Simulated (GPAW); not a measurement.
Runs of GPAW 26.7.0 on PtSe2 (Sudovikovite). It takes space group P-3m1 (No. 164, trigonal). Conventional cell: a = 3.724 Å, b = 3.724 Å, c = 5.062 Å, α = 90.00°, β = 90.00°, γ = 120.00°. Pt (site symmetry -3m) is surrounded by 6 Se at 2.49 Å. Se (site symmetry 3m) has 3 Pt at 2.49 Å as nearest neighbours. 

| task | level | potentials or basis | spin | cell | band path | band points | data set | optimizer | fmax | gap on the mesh (eV) | pressure (GPa) | relaxed volume (Å³/atom) | largest force (eV/Å) |
| --- | --- | --- | --- | --- | --- | --- | --- | --- | --- | --- | --- | --- | --- |
| band structure | PBE | GPAW PAW data sets (gpaw-data 1.2.1), other valence, pw | off | as given | GMKGALHA,LM,KH | 60 | Pt 10 | - | - | - | 7.8 | - | 0.68 |
| relaxation of cell and atoms | RPBE+D4 | the program's PAW data sets (release 1.2.1) made for this functional, pw | off | relaxed | - | - | - | BFGS | 0.02 eV/Å | none | 0.0 | (b) | 0.01 |
| band structure | revTPSS | GPAW PAW data sets (gpaw-data 1.2.1), pw | SOC, no magnetisation | as given | GMKGALHA,LM,KH | 60 | - | - | - | - | 3.7 | - | 0.42 |
| relaxation of cell and atoms | AM05 | PAW data sets generated in the run's folder for this functional, pw | off | relaxed | - | - | - | FIRE | 0.02 eV/Å | none | -0.1 | 20.41 | 0.02 |
| band structure | optB88-vdW | GPAW PAW data sets (gpaw-data 1.2.1), pw | SOC, no magnetisation | as given | GMKGALHA,LM,KH | 60 | - | - | - | - | - | - | (a) |

Alike in all rows: k mesh 6 × 6 × 4; cutoff (eV) 600; smearing fermi-dirac 0.05 eV.

Question: Estimate the missing entries.

Answer: (a) 1.06; (b) 19.20.

Caveats: later steps reuse the first step's grids (some runs); spin-orbit coupling was added after a scalar SCF, so levels and gaps hold it while energy, forces, pressure and moments don't (some runs); this program's spin-orbit splittings come out too wide for heavy elements (some runs); the PAW data sets were made with another functional, which shifts forces and pressure a little (some runs); spin-orbit coupling is left out, which moves the levels of the heavy elements (some runs); pairwise dispersion overbinds metals, which lowers pressure and volume (some runs).

A k mesh can miss the band edges, and rows without SOC leave out spin-orbit coupling on Pt, Se.

A gap of «none» marks a metal or a gap under the smearing width.

The runs don't all hold the same shells in valence.
